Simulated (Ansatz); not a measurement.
## GaN under changes of volume

One of the cells (11.310 Å³/atom); the others are scaled copies at fixed shape and fractional positions:

```
Ga N
1.0
     3.18000    0.00000    0.00000
    -1.59000    2.75396    0.00000
     0.00000    0.00000    5.16600
Ga N
2 2
Direct
  0.66667 0.33333 0.50000
  0.33333 0.66667 0.00000
  0.66667 0.33333 0.87500
  0.33333 0.66667 0.37500
```

| Item | Value |
| --- | --- |
| Program | Ansatz 0.2.0 |
| Functional | revPBE |
| Potentials or basis | Ansatz PAW |
| Cutoff | 420 eV (not typed: the program's choice for these potentials) |
| k mesh | 10 × 10 × 5 |
| Occupations | fermi-dirac, width 0.05 eV |
| Spin | no spin polarisation |

```tsv
volume (Å³/atom)	energy over the lowest point (meV/atom)	pressure (GPa)	gap on the mesh (eV)	largest force (eV/Å)
10.632	93.38	25.0	2.40	0.159
10.858	61.90	19.6	2.26	0.153
11.084	37.69	14.8	2.13	0.147
11.310	19.97	10.4	1.99	0.141
11.537	?	?	?	?
11.763	1.70	2.8	1.73	0.130
11.989	0.00	-0.4	1.61	0.125
```

Question: What does the run at 11.537 Å³/atom give?

Answer: Energy over the lowest point 8.19 meV/atom; pressure 6.4 GPa; gap on the mesh 1.86 eV; largest force 0.135 eV/Å.

Worked out: A Birch-Murnaghan fit of order 3 (a polynomial in V^(-2/3)) to the other rows has its minimum at 11.96 Å³/atom with B0 = V·E''(V) = 164 GPa and B' = 4.4 at fixed shape and positions, which overstates the stiffness. It gives 8.15 meV/atom at 11.537 Å³/atom, against the run's 8.19, and -dE/dV = 6.4 GPa, against 6.4. A straight line through the other rows of the gap, of slope -6.6 eV per unit of ln V (its deformation potential), gives 1.86 eV, against the run's 1.86.

Energies are extrapolated to zero smearing.

Caveats: odd divisions of the mesh miss points on the zone boundary, where band edges often lie, so the gap on the mesh can be too wide; the PAW data sets come from PBE, with cores solved anew for the run's functional, which leaves a small shift of forces and pressure.

Spin-orbit coupling on Ga is left out.
